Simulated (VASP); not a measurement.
# C in VASP: a series of runs

One sheet, C, is run at these levels: rev-vdW-DF2, SCAN, SCAN+rVV10; tasks: single point.

All numbers are computed with VASP 6.6.1; they aren't measurements. Logs are shortened: lines on timing, memory, paths and dates and some standing lists are left out, and cuts for length are marked.

## 1. The sheet as given

The cell holds a sheet with vacuum, 2 atoms: a = 2.461 Å, b = 2.461 Å, c = 16.000 Å, α = 90.00°, β = 90.00°, γ = 120.00°.

The cell was built by a generator and needn't be a form met in nature.

## 2. Single point, rev-vdW-DF2

INCAR

```
AGGAC = 0.0 ; ALGO = Normal
EDIFF = 1E-7 ; ENCUT = 520
GGA = MK ; ISIF = 2
ISMEAR = -1 ; LASPH = True
LCHARG = False ; LREAL = False
LUSE_VDW = True ; LWAVE = False
NELM = 100 ; PARAM1 = 0.1234
PARAM2 = 0.711357 ; PREC = Accurate
SIGMA = 0.05 ; ZAB_VDW = -1.8867
```

KPOINTS

```
k-points
0
Gamma
  16 16 1
```

POSCAR

```
C
1.0
    2.4610000000      0.0000000000      0.0000000000
   -1.2305000000      2.1312885187      0.0000000000
    0.0000000000      0.0000000000     16.0000000000
C
2
Direct
    0.0000000000      0.0000000000      0.5000000000
    0.3333333333      0.6666666667      0.5000000000
```

Potentials or basis: VASP PAW PBE potentials, release 64 (C).

On the command line:

```bash
$ cat potpaw_PBE.64/C/POTCAR > POTCAR
$ mpirun -np 1 vasp_std > vasp.out
```

OUTCAR:

```text
EDIFF = 1E-7
   ENCUT = 520
   GGA = MK
   ISIF = 2
   ISMEAR = -1
   LASPH = True
   LREAL = False
   NELM = 100
   PREC = Accurate

 ion  position               nearest neighbor table
   1  0.000  0.000  0.500-   2 1.42   2 1.42   2 1.42
   2  0.333  0.667  0.500-   1 1.42   1 1.42   1 1.42

  LATTYP: Found a hexagonal cell.
 ALAT       =     2.4610000000
 C/A-ratio  =     6.5014221861

  Lattice vectors:

 A1 = (   2.4610000000,   0.0000000000,   0.0000000000)
 A2 = (  -1.2305000000,   2.1312885187,   0.0000000000)
 A3 = (   0.0000000000,   0.0000000000,  16.0000000000)

Analysis of symmetry for initial positions (statically):
=====================================================================
 Subroutine PRICEL returns:
 Original cell was already a primitive cell.

 Routine SETGRP: Setting up the symmetry group for a
 hexagonal supercell.

 Subroutine GETGRP returns: Found 24 space group operations
 (whereof 12 operations were pure point group operations)
 out of a pool of 24 trial point group operations.

The static configuration has the point symmetry D_3h.
 The point group associated with its full space group is D_6h.

Analysis of symmetry for dynamics (positions and initial velocities):
=====================================================================
 Subroutine PRICEL returns:
 Original cell was already a primitive cell.

 Routine SETGRP: Setting up the symmetry group for a
 hexagonal supercell.

 Subroutine GETGRP returns: Found 24 space group operations
 (whereof 12 operations were pure point group operations)
 out of a pool of 24 trial point group operations.

The dynamic configuration has the point symmetry D_3h.
 The point group associated with its full space group is D_6h.

 Subroutine INISYM returns: Found 24 space group operations
 (whereof 12 operations are pure point group operations),
 and found     1 'primitive' translations

----------------------------------------------------------------------------------------

                                     Primitive cell

  volume of cell :      83.9216

  direct lattice vectors                    reciprocal lattice vectors
     2.461000000  0.000000000  0.000000000     0.406338887  0.234599866  0.000000000
    -1.230500000  2.131288519  0.000000000     0.000000000  0.469199731  0.000000000
     0.000000000  0.000000000 16.000000000     0.000000000  0.000000000  0.062500000

  length of vectors
     2.461000000  2.461000000 16.000000000     0.469199731  0.469199731  0.062500000

  position of ions in fractional coordinates (direct lattice)
     0.000000000  0.000000000  0.500000000
     0.333333333  0.666666667  0.500000000

  ion indices of the primitive-cell ions
   primitive index   ion index
                 1           1
                 2           2

----------------------------------------------------------------------------------------

 KPOINTS: k-points

Automatic generation of k-mesh.
 Grid dimensions read from file:
 generate k-points for:   16   16    1

 Generating k-lattice:

  Cartesian coordinates                     Fractional coordinates (reciprocal lattice)
     0.025396180  0.014662492  0.000000000     0.062500000  0.000000000  0.000000000
     0.000000000  0.029324983  0.000000000     0.000000000  0.062500000  0.000000000
     0.000000000  0.000000000  0.062500000     0.000000000  0.000000000  1.000000000

  Length of vectors
     0.029324983  0.029324983  0.062500000

  Shift w.r.t. Gamma in fractional coordinates (k-lattice)
     0.000000000  0.000000000  0.000000000

 Subroutine IBZKPT returns following result:
 ===========================================

 Found     30 irreducible k-points:

 Following reciprocal coordinates:
            Coordinates               Weight
  0.000000  0.000000  0.000000      1.000000
  0.062500  0.000000  0.000000      6.000000
  0.125000  0.000000  0.000000      6.000000
  0.187500  0.000000  0.000000      6.000000
  0.250000  0.000000  0.000000      6.000000
  0.312500 -0.000000  0.000000      6.000000
[... 16 lines left out ...]
  0.187500  0.187500  0.000000      6.000000
  0.250000  0.187500  0.000000     12.000000
 [... further k-points ...]
   k-points           NKPTS =     30   k-points in BZ     NKDIM =     30   number of bands    NBANDS=      8
   number of dos      NEDOS =    301   number of ions     NIONS =      2
   total plane-waves  NPLWV =  38880
   dimension x,y,z NGX =    18 NGY =   18 NGZ =  120
   dimension x,y,z NGXF=    36 NGYF=   36 NGZF=  240
   ions per type =               2
   NGX,Y,Z   is equivalent  to a cutoff of  12.16, 12.16, 12.47 a.u.
   NGXF,Y,Z  is equivalent  to a cutoff of  24.32, 24.32, 24.94 a.u.
 SYSTEM =  unknown system
   PREC   = accura    normal or accurate (medium, high low for compatibility)
   ISTART =      0    job   : 0-new  1-cont  2-samecut
   ICHARG =      2    charge: 1-file 2-atom 10-const
   ISPIN  =      1    spin polarized calculation?
   LNONCOLLINEAR =      F non collinear calculations
   LSORBIT =      F    spin-orbit coupling
   LASPH  =      T    aspherical Exc in radial PAW
   ENCUT  =  520.0 eV  38.22 Ry    6.18 a.u.   4.58  4.58 29.75*2*pi/ulx,y,z
   NELM   =    100;   NELMIN=  2; NELMDL= -5     # of ELM steps
   EDIFF  = 0.1E-06   stopping-criterion for ELM
   LREAL  =      F    real-space projection
   EDIFFG = 0.1E-05   stopping-criterion for IOM
   NSW    =      0    number of steps for IOM
   IBRION =     -1    ionic relax: 0-MD 1-quasi-New 2-CG
   NFREE  =      0    steps in history (QN), initial steepest desc. (CG)
   ISIF   =      2    stress and relaxation
   ISYM   =      2    0-nonsym 1-usesym 2-fastsym
   POTIM  = 0.5000    time-step for ionic-motion
   TEBEG  =    0.0;   TEEND  =   0.0 temperature during run
   PSTRESS=    0.0 pullay stress
   NELECT =       8.0000    total number of electrons
   NUPDOWN=      -1.0000    fix difference up-down
   EMIN   =  10.00;   EMAX   =-10.00  energy-range for DOS
   EFERMI =   0.00;   METHOD = LEGACY
   ISMEAR =    -1;   SIGMA  =   0.05  broadening in eV -4-tet -1-fermi 0-gaus
   EFERMI_NEDOS =   21; number of points for ismear=-14 and -15
   IALGO  =     38    algorithm
   IMIX   =      4    mixing-type and parameters
     AMIX     =   0.40;   BMIX     =  1.00
     AMIX_MAG =   1.60;   BMIX_MAG =  1.00
  volume/ion in A,a.u.               =      41.96       283.17
  Fermi-wavevector in a.u.,A,eV,Ry     =   0.747848  1.413228  7.609428  0.559277
  Thomas-Fermi vector in A             =   1.843999
   LORBIT       =      0    0 simple, 1 ext, 2 COOP (PROOUT), +10 PAW based schemes
   GGA     = MK    functional components
   LHFCALC =     F    Hartree Fock is set to
   AEXX    =    0.0000 exact exchange contribution
   IVDW_NL    =     1    kernel type
   BPARAM     = 6.3000
   IVDW    =     0    specifies the selected vdW correction
   LEPSILON=     F    determine dielectric tensor
   LRPA    =     F    only Hartree local field effects (RPA)
 non-spin polarized calculation
  energy-cutoff  :      520.00
  volume of cell :       83.92
 maximum number of plane-waves:      2292
   NGX =  9   NGY =  9   NGZ = 59

 number of electron       7.9999997 magnetization

 Free energy of the ion-electron system (eV)
  ---------------------------------------------------
  ext. energy  EPLUGINS =         0.00000000
  ---------------------------------------------------
  free energy    TOTEN  =       -16.46084651 eV

  energy without entropy =      -16.46084625  energy(sigma->0) =      -16.46084638

 E-fermi :  -2.4823     XC(G=0):  -2.9980

 val. band max:       -3.1016343965   @ k =   0.3125   0.3125   0.0000
 cond. band min:      -1.8628935527   @ k =   0.3125   0.3125   0.0000
 fundamental gap:      1.2387408438
 Fermi energy:        -2.4822876956

 k-point     1 :       0.0000    0.0000    0.0000
  band No.  band energies     occupation
      1     -21.9734      2.00000
      2     -10.1438      2.00000
      3      -5.5826      2.00000
      4      -5.5826      2.00000
      5       0.3806      0.00000
      6       1.3161      0.00000
      7       2.0119      0.00000
      8       3.5384      0.00000

 k-point     2 :       0.0625    0.0000    0.0000
  band No.  band energies     occupation
      1     -21.8812      2.00000
      2     -10.0330      2.00000
      3      -5.9512      2.00000
      4      -5.7774      2.00000
      5       0.5063      0.00000
      6       1.4428      0.00000
      7       2.1405      0.00000
      8       3.6652      0.00000

 k-point     3 :       0.1250    0.0000    0.0000
  band No.  band energies     occupation
      1     -21.6050      2.00000
      2      -9.7019      2.00000
      3      -6.9455      2.00000
      4      -6.2809      2.00000
      5       0.8836      0.00000
      6       1.8224      0.00000
      7       2.5264      0.00000
      8       4.0450      0.00000

 k-point     4 :       0.1875    0.0000    0.0000
  band No.  band energies     occupation
      1     -21.1466      2.00000
      2      -9.1560      2.00000
      3      -8.3371      2.00000
      4      -6.9294      2.00000
      5       1.5121      0.00000
      6       2.4528      0.00000
      7       3.1694      0.00000
      8       4.6745      0.00000

 k-point     5 :       0.2500    0.0000    0.0000
  band No.  band energies     occupation
      1     -20.5093      2.00000
      2      -9.9246      2.00000
      3      -8.4062      2.00000
      4      -7.5834      2.00000
      5       2.3905      0.00000
      6       3.3204      0.00000
      7       4.0690      0.00000
      8       4.7948      0.00000
[... 177 lines left out ...]
 k-point    22 :       0.4375    0.1250    0.0000
  band No.  band energies     occupation
      1     -16.4895      2.00000
      2     -15.4884      2.00000
      3     -10.0433      2.00000
      4      -4.5098      2.00000
      5      -0.9154      0.00000
      6       6.5373      0.00000
      7       8.5990      0.00000
      8       8.7633      0.00000

 k-point    23 :       0.1875    0.1875    0.0000
  band No.  band energies     occupation
      1     -19.5210      2.00000
      2     -10.9959      2.00000
      3      -9.5899      2.00000
      4      -7.2583      2.00000
      5       2.9905      0.00000
      6       3.7698      0.00000
      7       4.6965      0.00000
      8       5.4844      0.00000

 k-point    24 :       0.2500    0.1875    0.0000
  band No.  band energies     occupation
      1     -18.6389      2.00000
      2     -12.2119      2.00000
      3     -10.3939      2.00000
      4      -6.2670      2.00000
      5       1.5698      0.00000
      6       5.0146      0.00000
      7       5.9081      0.00000
      8       6.7685      0.00000

 [... further k-points ...]

------------------------ aborting loop because EDIFF is reached ----------------------------------------

  FORCE on cell =-STRESS in cart. coord.  units (eV):
  Direction    XX          YY          ZZ          XY          YZ          ZX
  --------------------------------------------------------------------------------------
  -------------------------------------------------------------------------------------
  Total        0.2343525      0.2343525     -0.0103334      0.0000000      0.0000000     -0.0000000
  in kB        4.4741069      4.4741069     -0.1972787      0.0000000      0.0000000     -0.0000000
  external PRESSURE =       2.9169783 kB  Pullay stress =       0.0000000 kB

 VOLUME and BASIS-vectors are now :
 -----------------------------------------------------------------------------
  energy-cutoff  :      520.00
  volume of cell :       83.92
      direct lattice vectors                 reciprocal lattice vectors
     2.461000000  0.000000000  0.000000000     0.406338887  0.234599866  0.000000000
    -1.230500000  2.131288519  0.000000000     0.000000000  0.469199731  0.000000000
     0.000000000  0.000000000 16.000000000     0.000000000  0.000000000  0.062500000

 POSITION                                       TOTAL-FORCE (eV/Angst)
 -----------------------------------------------------------------------------------
      0.00000      0.00000      8.00000         0.000000      0.000000      0.000000
     -0.00000      1.42086      8.00000         0.000000      0.000000      0.000000
 -----------------------------------------------------------------------------------
    total drift:                                0.000000     -0.000000     -0.000000

  FREE ENERGIE OF THE ION-ELECTRON SYSTEM (eV)
  ---------------------------------------------------
  free  energy   TOTEN  =       -16.4608465134 eV

  energy  without entropy=      -16.4608462514  energy(sigma->0) =      -16.46084638

Total vdW correction in eV:      1.2570223
```

Run time: 68 s. Hardware: 1 thread of Intel Xeon Platinum 8488C (Sapphire Rapids), shared host; peak memory 0.41 GiB.

What came out:

* Free energy: -16.4608 eV
* Band gap on the k mesh: 1.24 eV, direct

Caveat: the PAW data sets were made with another functional, which shifts forces and pressure a little.

## 3. Single point, SCAN

INCAR

```
ALGO = Normal ; EDIFF = 1E-7
ENCUT = 520 ; ISIF = 2
ISMEAR = -1 ; LASPH = True
LCHARG = False ; LMIXTAU = True
LREAL = False ; LWAVE = False
METAGGA = SCAN ; NELM = 100
PREC = Accurate ; SIGMA = 0.05
```

KPOINTS is that of step 2.

POSCAR is that of step 2.

Potentials or basis: VASP PAW PBE potentials, release 64 (C).

On the command line:

```bash
$ cat potpaw_PBE.64/C/POTCAR > POTCAR
$ mpirun -np 1 vasp_std > vasp.out
```

OUTCAR:

```text
EDIFF = 1E-7
   ENCUT = 520
   ISIF = 2
   ISMEAR = -1
   LASPH = True
   LREAL = False
   METAGGA = SCAN
   NELM = 100
   PREC = Accurate

 ion  position               nearest neighbor table
   1  0.000  0.000  0.500-   2 1.42   2 1.42   2 1.42
   2  0.333  0.667  0.500-   1 1.42   1 1.42   1 1.42

  LATTYP: Found a hexagonal cell.
 ALAT       =     2.4610000000
 C/A-ratio  =     6.5014221861

  Lattice vectors:

 A1 = (   2.4610000000,   0.0000000000,   0.0000000000)
[... 449 lines left out ...]

 [... further k-points ...]

------------------------ aborting loop because EDIFF is reached ----------------------------------------

  FORCE on cell =-STRESS in cart. coord.  units (eV):
  Direction    XX          YY          ZZ          XY          YZ          ZX
  --------------------------------------------------------------------------------------
  -------------------------------------------------------------------------------------
  Total       -0.4491281     -0.4491281     -0.0078051      0.0000000     -0.0000000      0.0000000
  in kB       -8.5744645     -8.5744645     -0.1490093      0.0000000     -0.0000000      0.0000000
  external PRESSURE =      -5.7659794 kB  Pullay stress =       0.0000000 kB

 VOLUME and BASIS-vectors are now :
 -----------------------------------------------------------------------------
  energy-cutoff  :      520.00
  volume of cell :       83.92
      direct lattice vectors                 reciprocal lattice vectors
     2.461000000  0.000000000  0.000000000     0.406338887  0.234599866  0.000000000
    -1.230500000  2.131288519  0.000000000     0.000000000  0.469199731  0.000000000
     0.000000000  0.000000000 16.000000000     0.000000000  0.000000000  0.062500000

 POSITION                                       TOTAL-FORCE (eV/Angst)
 -----------------------------------------------------------------------------------
      0.00000      0.00000      8.00000         0.000000      0.000000      0.000000
     -0.00000      1.42086      8.00000        -0.000000      0.000000      0.000000
 -----------------------------------------------------------------------------------
    total drift:                                0.000000     -0.000000     -0.000000

  FREE ENERGIE OF THE ION-ELECTRON SYSTEM (eV)
  ---------------------------------------------------
  free  energy   TOTEN  =       -20.1509636928 eV

  energy  without entropy=      -20.1509635679  energy(sigma->0) =      -20.15096363
```

stdout:

```text
POSCAR found type information on POSCAR C
 POSCAR found :  1 types and       2 ions
 scaLAPACK will be used
 -----------------------------------------------------------------------------
|                                                                             |
|                                                                             |
|     You enforced a specific xc type in the INCAR file but a different       |
|     I HOPE YOU KNOW WHAT YOU ARE DOING!                                     |
|                                                                             |
 -----------------------------------------------------------------------------

 LDA part: xc-table for (None), standard interpolation
 POSCAR, INCAR and KPOINTS ok, starting setup
 FFT: planning ... GRIDC
 FFT: planning ... GRID_SOFT
 FFT: planning ... GRID
 WAVECAR not read
 entering main loop
```

It took 2.3 min on 1 thread of Intel Xeon Platinum 8488C (Sapphire Rapids), shared host; peak memory 0.18 GiB.

Results:

```yaml
Free_energy: -20.1510 eV
Band_gap_on_the_k_mesh: 1.32 eV, direct
```

Caveat: the PAW data sets were made with another functional, which shifts forces and pressure a little. SCAN opens gaps a little over a GGA but as a rule still falls short of measured ones.

[end of part 1 of 2]
